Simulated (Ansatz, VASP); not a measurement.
Two plane-wave programs on AlNi3

Contents of INCAR:

```
PREC = Accurate ; ENCUT = 520
EDIFF = 1E-7 ; ISMEAR = -1
SIGMA = 0.05 ; LREAL = F
LASPH = T ; NELM = 150
ALGO = Normal ; ISIF = 2
LWAVE = F ; LCHARG = F
ISPIN = 2 ; MAGMOM = 1 1 1 0
LORBIT = 11 ; LMAXMIX = 4
GGA = PS ; NBANDS = 28
```

File KPOINTS:

```
Automatic mesh
0
Gamma
  8 8 8
```

Contents of POSCAR:

```
AlNi3
1.0
    0.0000000000      2.8387599407      2.8387599407
    2.8387599407      0.0000000000      2.8387599407
    2.8387599407      2.8387599407      0.0000000000
Ni Al
3 1
Direct
    0.7500000000      0.7500000000      0.7500000000
    0.0000000000      0.0000000000      0.0000000000
    0.2500000000      0.2500000000      0.2500000000
    0.5000000000      0.5000000000      0.5000000000
```

input.yaml

```yaml
crystal:
  lattice:
    - [0.0, 2.8387599407, 2.8387599407]
    - [2.8387599407, 0.0, 2.8387599407]
    - [2.8387599407, 2.8387599407, 0.0]
  atoms:
    - { symbol: Ni, position: [0.75, 0.75, 0.75], spin: 1.0 }
    - { symbol: Ni, position: [0.0, 0.0, 0.0], spin: 1.0 }
    - { symbol: Ni, position: [0.25, 0.25, 0.25], spin: 1.0 }
    - { symbol: Al, position: [0.5, 0.5, 0.5] }
hamiltonian:
  xc: pbesol
  pseudopotentials: { kind: paw }
magnetization:
  spin_polarized: true
kpoints:
  mp_grid: { grid: [8, 8, 8] }
scf:
  occupations: { method: fermi_dirac, width: 0.05 }
output:
  forces: true
  stress: true
  eigenvalues: true
```

The cell comes from a database or a generator and needn't be the stable form of this composition.

Alike in both runs: task single point; functional PBEsol; k mesh 8 × 8 × 8; occupations fermi-dirac, width 0.05 eV; collinear spin.

|  | VASP | Ansatz |
| --- | --- | --- |
| version | VASP 6.6.1 | Ansatz 0.2.0 |
| potentials or method | VASP PAW PBE potentials, release 64 (Ni, Al) | Ansatz PAW |
| plane-wave cutoff (eV) | 520 | 420 |
| valence electrons in the cell | 33 | 57 |

```tsv
	VASP	Ansatz	Ansatz less VASP
gap on the k mesh at the Fermi level (eV)	none	none	-
pressure (GPa)	-7.7	-7.8	-0.13
net moment per atom (μB)	0.00	0.00	0.000
```

A gap of «none» marks a metal or a gap that the smearing closes. With one functional, cell and mesh, what is left measures potentials, basis and numerics. The two sets of potentials don't hold the same shells in valence.

Caveats: the PAW data sets were made with another functional, which shifts forces and pressure a little (VASP); the PAW data sets come from PBE, with cores solved anew for the run's functional, which leaves a small shift of forces and pressure (Ansatz); the starting moments weren't kept (Ansatz).
